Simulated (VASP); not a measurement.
VASP 6.6.1 run: CdS

INCAR

```
ENCUT = 520
LDAUJ = 0 0
NSW = 0
LDAUL = 2 -1
LDAU = .TRUE.
IBRION = -1
NBANDS = 16
LASPH = .FALSE.
EDIFF = 1E-7
LDAUTYPE = 2
LWAVE = .FALSE.
GGA = 91
LCHARG = .FALSE.
ISIF = 2
ISMEAR = -1
LDAUU = 2.0 0
LREAL = .FALSE.
NELM = 87
SIGMA = 0.02
PREC = Accurate
LMAXMIX = 4
```

KPOINTS

```
KPOINTS created by Atomic Simulation Environment
0
Gamma
8 8 8
0 0 0
```

POSCAR

```
Cd S
 1.0000000000000000
     0.0000000000000000    2.8699323128000001    2.8699323128000001
     2.8699323128000001    0.0000000000000000    2.8699323128000001
     2.8699323128000001    2.8699323128000001    0.0000000000000000
 Cd  S
   1   1
Cartesian
  0.0000000000000000  0.0000000000000000  0.0000000000000000
  2.8699323128000001  2.8699323128000001  2.8699323128000001
```

The recommended PBE PAW datasets give the neutral cell 18 valence electrons.

Command

```
mpirun -np 1 vasp_std
```

Q: How does this run end, and what does it give?

A: It converged. Results: gap between bands v and c on the k mesh 0.29 eV; least direct gap on the k mesh 0.83 eV; pressure -7.0 GPa. Band v is the last that the valence electrons fill when counted band by band, and c is the next.

OSZICAR

```
N       E                     dE             d eps       ncg     rms          rms(c)
DAV:   1     0.108310323143E+03    0.10831E+03   -0.90650E+03   944   0.104E+03
DAV:   2    -0.177147507553E+01   -0.11008E+03   -0.10391E+03  1168   0.251E+02
DAV:   3    -0.606589678561E+01   -0.42944E+01   -0.42877E+01  1080   0.532E+01
DAV:   4    -0.608799519832E+01   -0.22098E-01   -0.22097E-01  1224   0.375E+00
DAV:   5    -0.608824474129E+01   -0.24954E-03   -0.24954E-03  1096   0.372E-01    0.550E+00
DAV:   6    -0.547492637205E+01    0.61332E+00   -0.10932E+00  1168   0.104E+01    0.480E+00
DAV:   7    -0.546163962915E+01    0.13287E-01   -0.14379E-01  1144   0.263E+00    0.271E+00
DAV:   8    -0.546177434434E+01   -0.13472E-03   -0.14192E-02  1064   0.133E+00    0.187E-01
DAV:   9    -0.546177608128E+01   -0.17369E-05   -0.98273E-04  1168   0.345E-01    0.801E-02
DAV:  10    -0.546189457305E+01   -0.11849E-03   -0.18956E-04  1064   0.125E-01    0.640E-02
DAV:  11    -0.546191108286E+01   -0.16510E-04   -0.19649E-05  1128   0.379E-02    0.972E-03
DAV:  12    -0.546191049236E+01    0.59050E-06   -0.28454E-06  1152   0.987E-03    0.481E-03
DAV:  13    -0.546191048033E+01    0.12028E-07   -0.22197E-07  1016   0.322E-03
   1 F= -.54619105E+01 E0= -.54619064E+01  d E =-.817289E-05
```

For comparison, a separate PBE run of the intended cell, on usual settings and not on those above, gives a gap of 0.21 eV on its mesh and a pressure of -6.7 GPa.
